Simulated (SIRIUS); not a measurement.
# Sc (I4/mmm) in SIRIUS: a series of runs

The runs below take Sc through equation of state, with rPW86PBE.

Program: SIRIUS 7.12.0. These are calculated values, not measurements. Logs are shortened: lines on timing, memory, paths and dates and some standing lists are left out, and cuts for length are marked. The log counts tension as positive stress, the text compression.

### 1 The structure

The structure is tetragonal, space group I4/mmm (No. 139). The conventional cell has a = 3.834 Å, b = 3.834 Å, c = 3.435 Å, α = 90.00°, β = 90.00°, γ = 90.00°. Sc (site symmetry 4/mmm) has 10 Sc at 3.21 to 3.44 Å as nearest neighbours.

This isn't the form of Sc at room conditions, which is hcp.

### 2 Equation of state, rPW86PBE, 23.74 Å³/atom (volume scaled by 0.94)

Contents of sirius.json:

```json
{
  "control": {
    "processing_unit": "cpu",
    "std_evp_solver_name": "lapack",
    "gen_evp_solver_name": "lapack",
    "verbosity": 2,
    "print_forces": false,
    "ortho_rf": true,
    "use_second_variation": true,
    "rmt_max": 3.0,
    "num_bands_to_print": 14,
    "save_wf": true
  },
  "parameters": {
    "electronic_structure_method": "full_potential_lapwlo",
    "xc_functionals": ["XC_GGA_X_RPW86", "XC_GGA_C_PBE"],
    "core_relativity": "dirac",
    "valence_relativity": "iora",
    "num_fv_states": 14,
    "smearing": "fermi_dirac",
    "smearing_width": 0.0036749322,
    "pw_cutoff": 20,
    "gk_cutoff": 3.67,
    "lmax_apw": 10,
    "lmax_rho": 8,
    "lmax_pot": 8,
    "num_mag_dims": 0,
    "auto_rmt": 0,
    "ngridk": [10, 10, 10],
    "shiftk": [0, 0, 0],
    "num_dft_iter": 80,
    "energy_tol": 1e-07,
    "density_tol": 1e-05,
    "use_symmetry": true
  },
  "settings": {"tol_ne": 1e-10},
  "iterative_solver": {"type": "exact"},
  "mixer": {"type": "anderson", "beta": 0.5, "max_history": 8},
  "unit_cell": {
    "lattice_vectors": [
      [-0.597335242051, 0.597335242051, 0.535145977477],
      [0.597335242051, -0.597335242051, 0.535145977477],
      [0.597335242051, 0.597335242051, -0.535145977477]
    ],
    "atom_types": ["Sc"],
    "atom_files": {"Sc": "Sc.json"},
    "atoms": {"Sc": [[0.0, 0.0, 0.0]]},
    "lattice_vectors_scale": 5.9414440198
  }
}
```

Contents of Sc.json:

```json
{
  "name": "scandium",
  "symbol": "Sc",
  "number": 21,
  "mass": 44.955912,
  "rmin": 1e-06,
  "rmt": 2.4,
  "nrmt": 800,
  "rinf": 18.32,
  "core": "1s2s2p",
  "valence": [
    {"basis": [{"enu": 0.04, "dme": 0, "n": 0, "auto": 0}, {"enu": 0.04, "dme": 1, "n": 0, "auto": 0}]},
    {"l": 0, "n": 1, "basis": [{"enu": 0.14, "dme": 0, "n": 0, "auto": 0}]},
    {"l": 1, "n": 2, "basis": [{"enu": 0.14, "dme": 0, "n": 0, "auto": 0}]},
    {"l": 2, "n": 3, "basis": [{"enu": 0.14, "dme": 0, "n": 0, "auto": 0}]},
    {"l": 3, "n": 4, "basis": [{"enu": 0.14, "dme": 0, "n": 0, "auto": 0}]},
    {"l": 4, "n": 5, "basis": [{"enu": 0.14, "dme": 0, "n": 0, "auto": 0}]},
    {"l": 5, "n": 6, "basis": [{"enu": 0.14, "dme": 0, "n": 0, "auto": 0}]}
  ],
  "lo": [
    {"l": 0, "basis": [{"enu": 0.14, "dme": 0, "n": 0, "auto": 0}, {"enu": 0.14, "dme": 1, "n": 0, "auto": 0}]},
    {
      "l": 0,
      "basis": [{"enu": -1.7417, "dme": 0, "n": 3, "auto": 1}, {"enu": -1.7417, "dme": 1, "n": 3, "auto": 1}]
    },
    {
      "l": 0,
      "basis": [{"enu": -1.7417, "dme": 1, "n": 3, "auto": 1}, {"enu": 0.14, "dme": 0, "n": 0, "auto": 0}]
    },
    {"l": 0, "basis": [{"enu": 0.14, "dme": 0, "n": 0, "auto": 0}, {"enu": 2.9178, "dme": 0, "n": 0, "auto": 0}]},
    {
      "l": 0,
      "basis": [{"enu": 2.9178, "dme": 0, "n": 0, "auto": 0}, {"enu": 7.7789, "dme": 0, "n": 0, "auto": 0}]
    },
    {"l": 1, "basis": [{"enu": 0.14, "dme": 0, "n": 0, "auto": 0}, {"enu": 0.14, "dme": 1, "n": 0, "auto": 0}]},
    {
      "l": 1,
      "basis": [{"enu": -0.9669, "dme": 0, "n": 3, "auto": 1}, {"enu": -0.9669, "dme": 1, "n": 3, "auto": 1}]
    },
    {
      "l": 1,
      "basis": [{"enu": -0.9669, "dme": 1, "n": 3, "auto": 1}, {"enu": 0.14, "dme": 0, "n": 0, "auto": 0}]
    },
    {"l": 1, "basis": [{"enu": 0.14, "dme": 0, "n": 0, "auto": 0}, {"enu": 3.3344, "dme": 0, "n": 0, "auto": 0}]},
    {
      "l": 1,
      "basis": [{"enu": 3.3344, "dme": 0, "n": 0, "auto": 0}, {"enu": 8.9247, "dme": 0, "n": 0, "auto": 0}]
    },
    {"l": 2, "basis": [{"enu": 0.14, "dme": 0, "n": 0, "auto": 0}, {"enu": 0.14, "dme": 1, "n": 0, "auto": 0}]},
    {"l": 2, "basis": [{"enu": 0.14, "dme": 1, "n": 0, "auto": 0}, {"enu": 0.14, "dme": 2, "n": 0, "auto": 0}]},
    {"l": 2, "basis": [{"enu": 0.14, "dme": 0, "n": 0, "auto": 0}, {"enu": 2.8483, "dme": 0, "n": 0, "auto": 0}]},
    {
      "l": 2,
      "basis": [{"enu": 2.8483, "dme": 0, "n": 0, "auto": 0}, {"enu": 7.3622, "dme": 0, "n": 0, "auto": 0}]
    },
    {"l": 3, "basis": [{"enu": 0.14, "dme": 0, "n": 0, "auto": 0}, {"enu": 0.14, "dme": 1, "n": 0, "auto": 0}]},
    {"l": 3, "basis": [{"enu": 0.14, "dme": 1, "n": 0, "auto": 0}, {"enu": 0.14, "dme": 2, "n": 0, "auto": 0}]},
    {"l": 3, "basis": [{"enu": 0.14, "dme": 0, "n": 0, "auto": 0}, {"enu": 3.1608, "dme": 0, "n": 0, "auto": 0}]},
    {
      "l": 3,
      "basis": [{"enu": 3.1608, "dme": 0, "n": 0, "auto": 0}, {"enu": 8.1956, "dme": 0, "n": 0, "auto": 0}]
    },
    {"l": 4, "basis": [{"enu": 0.14, "dme": 0, "n": 0, "auto": 0}, {"enu": 0.14, "dme": 1, "n": 0, "auto": 0}]},
    {"l": 4, "basis": [{"enu": 0.14, "dme": 0, "n": 0, "auto": 0}, {"enu": 3.4733, "dme": 0, "n": 0, "auto": 0}]},
    {"l": 5, "basis": [{"enu": 0.14, "dme": 0, "n": 0, "auto": 0}, {"enu": 0.14, "dme": 1, "n": 0, "auto": 0}]},
    {"l": 5, "basis": [{"enu": 0.14, "dme": 0, "n": 0, "auto": 0}, {"enu": 3.7858, "dme": 0, "n": 0, "auto": 0}]}
  ],
  "free_atom": [... radial grid and density of the free atom, the start of the SCF ...]
}
```

Contents of sirius_start.json:

```json
{
  "control": {
    "processing_unit": "cpu",
    "std_evp_solver_name": "lapack",
    "gen_evp_solver_name": "lapack",
    "verbosity": 1,
    "print_forces": false,
    "ortho_rf": true,
    "use_second_variation": true,
    "rmt_max": 3.0,
    "num_bands_to_print": 14,
    "save_wf": false
  },
  "parameters": {
    "electronic_structure_method": "full_potential_lapwlo",
    "xc_functionals": ["XC_LDA_X", "XC_LDA_C_PW"],
    "core_relativity": "dirac",
    "valence_relativity": "iora",
    "num_fv_states": 14,
    "smearing": "fermi_dirac",
    "smearing_width": 0.0055123983,
    "pw_cutoff": 20,
    "gk_cutoff": 2.93,
    "lmax_apw": 10,
    "lmax_rho": 8,
    "lmax_pot": 8,
    "num_mag_dims": 0,
    "auto_rmt": 0,
    "ngridk": [4, 4, 4],
    "shiftk": [0, 0, 0],
    "num_dft_iter": 30,
    "energy_tol": 0.01,
    "density_tol": 0.05,
    "use_symmetry": true
  },
  "settings": {"tol_ne": 1e-10},
  "iterative_solver": {"type": "exact"},
  "mixer": {"type": "anderson", "beta": 0.5, "max_history": 8},
  "unit_cell": {
    "lattice_vectors": [
      [-0.597335242051, 0.597335242051, 0.535145977477],
      [0.597335242051, -0.597335242051, 0.535145977477],
      [0.597335242051, 0.597335242051, -0.535145977477]
    ],
    "atom_types": ["Sc"],
    "atom_files": {"Sc": "Sc.json"},
    "atoms": {"Sc": [[0.0, 0.0, 0.0]]},
    "lattice_vectors_scale": 5.9414440198
  }
}
```

Potentials or basis: all-electron FP-LAPW, apw+lo rich.

Started as:

```sh
$ OMP_NUM_THREADS=1 sirius.scf --input=sirius_start.json --output=start.json
$ OMP_NUM_THREADS=1 sirius.scf --input=sirius.json --output=output.json --task=1
```

Output:

```text
[info] SIRIUS version : 7.12.0
[info] number of MPI ranks           : 1
[info] MPI grid                      : 1 1
[info] maximum number of OMP threads : 1
[fft] FFT context for density and potential
[fft] =====================================
[fft]   plane wave cutoff                     : 20
[fft]   grid size                             : 40 40 40   total : 64000
[fft]   grid limits                           : -19 20   -19 20   -19 20
[fft]   number of G-vectors within the cutoff : 21637
[fft]   number of G-shells                    : 1566
[fft] FFT context for coarse grid
[fft] =====================================
[fft]   plane wave cutoff                     : 7.34
[fft]   grid size                             : 16 16 16   total : 4096
[fft]   grid limits                           : -7 8   -7 8   -7 8
[fft]   number of G-vectors within the cutoff : 1059
[fft]   number of G-shells                    : 97
[unit cell] lattice vectors
[unit cell]   a1 :      -3.5490339017      3.5490339017      3.1795398676
[unit cell]   a2 :       3.5490339017     -3.5490339017      3.1795398676
[unit cell]   a3 :       3.5490339017      3.5490339017     -3.1795398676
[unit cell] reciprocal lattice vectors
[unit cell]   b1 :       0.0000000000      0.8851965748      0.9880651869
[unit cell]   b2 :       0.8851965748      0.0000000000      0.9880651869
[unit cell]   b3 :       0.8851965748      0.8851965748     -0.0000000000
[unit cell] unit cell volume :       160.19337895 [a.u.^3]
[unit cell] 1/sqrt(omega)    :         0.07900921
[unit cell] MT volume        :        57.90583579 (36.15%)
[unit cell] IT volume        :       102.28754316 (63.85%)
[unit cell] number of atom types : 1
[unit cell] type id : 0 symbol : Sc mt_radius :   2.400000 num_atoms : 1
[unit cell] total number of atoms : 1
[unit cell] number of symmetry classes : 1
[unit cell] atom id  type id  class id             position                      vector_field
[unit cell] ------------------------------------------------------------------------------------------
[unit cell]      0        0        0      0.00000   0.00000   0.00000      0.00000   0.00000   0.00000
[unit cell] atom id         position (Cartesian, a.u.)
[unit cell] ---------------------------------------------
[unit cell]      0       0.000000    0.000000    0.000000
[... 340 lines left out ...]
[diagonalize] Lowest band energies
[diagonalize] ik:    0   -1.601228   -0.805833   -0.805833   -0.804926    0.023580    0.256597    0.283840    0.283840    0.309096    0.340097    0.720596    0.720596    0.786548    0.917093
[diagonalize] ik:    1   -1.600945   -0.807082   -0.806362   -0.805422    0.034138    0.257267    0.279976    0.284750    0.310616    0.335390    0.721071    0.731975    0.760662    0.885612
[diagonalize] ik:    2   -1.600215   -0.811251   -0.807742   -0.805768    0.063747    0.248827    0.264265    0.300254    0.319000    0.328995    0.688030    0.707808    0.757778    0.833865
[diagonalize] ik:    3   -1.599321   -0.816382   -0.809433   -0.806102    0.104993    0.234296    0.245139    0.326283    0.330289    0.333933    0.605066    0.660501    0.747808    0.796622
[diagonalize] ik:    4   -1.598598   -0.820447   -0.810789   -0.806363    0.140484    0.222897    0.240650    0.325987    0.347873    0.361952    0.528965    0.618865    0.691723    0.811466
[diagonalize] ...
[diagonalize] ik:   97   -1.597058   -0.817712   -0.816965   -0.813007    0.169616    0.183626    0.326420    0.341274    0.356078    0.376942    0.486819    0.565640    0.654943    0.713685
[diagonalize] ik:   98   -1.596863   -0.818581   -0.816968   -0.813451    0.169342    0.178387    0.337737    0.346626    0.365836    0.416555    0.441603    0.544560    0.668226    0.696805
[diagonalize] ik:   99   -1.596821   -0.817872   -0.817529   -0.813898    0.170546    0.180005    0.332808    0.338069    0.368842    0.432892    0.462959    0.508555    0.656953    0.685964
[diagonalize] ik:  100   -1.596926   -0.816829   -0.816829   -0.815118    0.179330    0.184187    0.316656    0.316656    0.358282    0.449734    0.495992    0.495992    0.655127    0.657026
[diagonalize] ik:  101   -1.596654   -0.818173   -0.818173   -0.813897    0.165451    0.174825    0.364918    0.364918    0.370389    0.424061    0.424061    0.521464    0.655768    0.671787
[generate_core_charge_density] atom class : 0
[generate_core_charge_density]   n,l,k : 1 0 1  energy :        -161.33074715
[generate_core_charge_density]   n,l,k : 2 0 1  energy :         -17.01281257
[generate_core_charge_density]   n,l,k : 2 1 1  energy :         -13.95292248
[generate_core_charge_density]   n,l,k : 2 1 2  energy :         -13.78212556
[find] Total energy                   :    -764.95859670 (Ha),   -1529.91719340 (Ry)
[find] iteration : 1, RMS (target) : 1.0201e-01 (1.0000e-05) , energy difference (target) : -8.1810e-05 (1.0000e-07)
[find] Total energy                   :    -764.95869588 (Ha),   -1529.91739175 (Ry)
[find] iteration : 2, RMS (target) : 3.5685e-03 (1.0000e-05) , energy difference (target) : -9.9175e-05 (1.0000e-07)
[find] Total energy                   :    -764.95870902 (Ha),   -1529.91741805 (Ry)
[find] iteration : 3, RMS (target) : 1.2677e-03 (1.0000e-05) , energy difference (target) : -1.3148e-05 (1.0000e-07)
[find] Total energy                   :    -764.95871140 (Ha),   -1529.91742280 (Ry)
[find] iteration : 4, RMS (target) : 1.1461e-04 (1.0000e-05) , energy difference (target) : -2.3752e-06 (1.0000e-07)
[find] Total energy                   :    -764.95871151 (Ha),   -1529.91742301 (Ry)
[find] iteration : 5, RMS (target) : 2.5200e-05 (1.0000e-05) , energy difference (target) : -1.0686e-07 (1.0000e-07)
[find] Charges and magnetic moments
[find] --------------------------------------------------------------------------------
[find] atom      charge    core leakage
[... 7 lines left out ...]
[find] valence_eval_sum               :      -7.54618328
[find] core_eval_sum                  :    -439.65286784
[find] kinetic energy                 :     771.59196555
[find] enuc                           :    -912.87243970
[find] <rho|V^{XC}>                   :     -51.11497951
[find] <rho|E^{XC}>                   :     -39.84015653
[find] <mag|B^{XC}>                   :       0.00000000
[find] <rho|V^{H}>                    :   -1167.67603540
[find] smearing (-TS)                 :      -0.00279727
[find] SCF correction                 :      -0.00006307
[find] Total energy                   :    -764.95871146 (Ha),   -1529.91742291 (Ry)
[find] Free energy (E-TS)             :    -764.96150872 (Ha),   -1529.92301745 (Ry)
[find] band gap (eV)                  :       0.00000000
[find] Efermi                         :       0.22020859
[find] iteration : 6, RMS (target) : 3.0743e-06 (1.0000e-05) , energy difference (target) : 4.9878e-08 (1.0000e-07)
[find] converged after 7 SCF iterations!
[find] Charges and magnetic moments
[find] --------------------------------------------------------------------------------
[find] atom      charge    core leakage
[find] --------------------------------------------------------------------------------
[find]    0   19.135070    3.384647e-09
[find] total core leakage    : 3.38464712e-09
[find] interstitial charge   : 1.864929
[find] total charge          : 20.999999
[find] Energy
[find] --------------------------------------------------------------------------------
[find] valence_eval_sum               :      -7.54618328
[find] core_eval_sum                  :    -439.65286784
[find] kinetic energy                 :     771.59196555
[find] enuc                           :    -912.87243970
[find] <rho|V^{XC}>                   :     -51.11497951
[find] <rho|E^{XC}>                   :     -39.84015653
[find] <mag|B^{XC}>                   :       0.00000000
[find] <rho|V^{H}>                    :   -1167.67603540
[find] smearing (-TS)                 :      -0.00279727
[find] SCF correction                 :      -0.00006307
[find] Total energy                   :    -764.95871146 (Ha),   -1529.91742291 (Ry)
[find] Free energy (E-TS)             :    -764.96150872 (Ha),   -1529.92301745 (Ry)
[find] band gap (eV)                  :       0.00000000
[find] Efermi                         :       0.22020859
```

Wall time 28 s (1 thread of Arm Neoverse V2, shared host); peak memory 0.42 GiB.

What came out:

| Item | Value |
| --- | --- |
| Free energy | -20815.6631 eV |
| Band gap on the k mesh | none (metal or under the smearing width) |
| All electrons inside the program's atomic spheres | Sc 19.14 (radii Sc 2.4 bohr) |

(Continued in part 2 of 3.)
